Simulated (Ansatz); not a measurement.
# Cubic perovskite BaSnO₃

The numbers are results of HSE06 in Ansatz (plane waves, PAW), not measurements.

Settings: plane-wave cutoff 460 eV, 6×6×6 k mesh, Fermi–Dirac smearing 0.01 eV, scalar-relativistic PAW data made under PBE.

Cell: measured lattice: a = 4.116 Å, b = 4.116 Å, c = 4.116 Å, α = 90.00°, β = 90.00°, γ = 90.00°.

| Item | Value |
|---|---|
| band gap | 2.66 eV (on the SCF k mesh) |
| smallest direct gap on the k points sampled | 3.10 eV |

Measured, for comparison: band gap 2.95 eV (temperature not stated, not corrected to a static lattice, indirect, from the absorption edge of a single crystal; as tabulated in Kim et al. (2012), arXiv:1207.0764).

Note: cell and atoms aren't relaxed at this level (pressure 0.6 GPa).

Spin–orbit coupling is not included.

The computed numbers hold no vibrational or temperature effects.

Ansatz is a quantum-chemistry and plane-wave program.
